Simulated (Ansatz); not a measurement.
Crystal: MgS.

```
S Mg
1.0
     4.03462    0.00000    0.00000
    -2.01731    3.49409    0.00000
     0.00000    0.00000    6.43229
S Mg
2 2
Direct
  0.66667 0.33333 0.87924
  0.33333 0.66667 0.37924
  0.33333 0.66667 0.99575
  0.66667 0.33333 0.49575
```

The cell comes from a database or a generator and needn't be the stable form of this composition.

Base run:

```yaml
Program: Ansatz 0.2.0
Functional: PBEsol
Potentials_or_basis: all-electron LAPW, non-relativistic
Cutoff: 192 eV (chosen from the basis error)
Basis_error_allowed: 0.002 eV/atom
k_mesh: 8 × 8 × 4
Occupations: fermi-dirac, width 0.05 eV
Spin: no spin polarisation
```

Its results: band gap on the k mesh 3.35 eV, direct; pressure -0.3 GPa; largest force 0.045 eV/Å.

Task: The run is repeated on the same cell with these changes: potentials or basis from all-electron LAPW, non-relativistic to all-electron LAPW, scalar-relativistic. What comes out?

Result: Band gap on the k mesh 3.27 eV, direct; pressure -0.3 GPa; largest force 0.045 eV/Å.
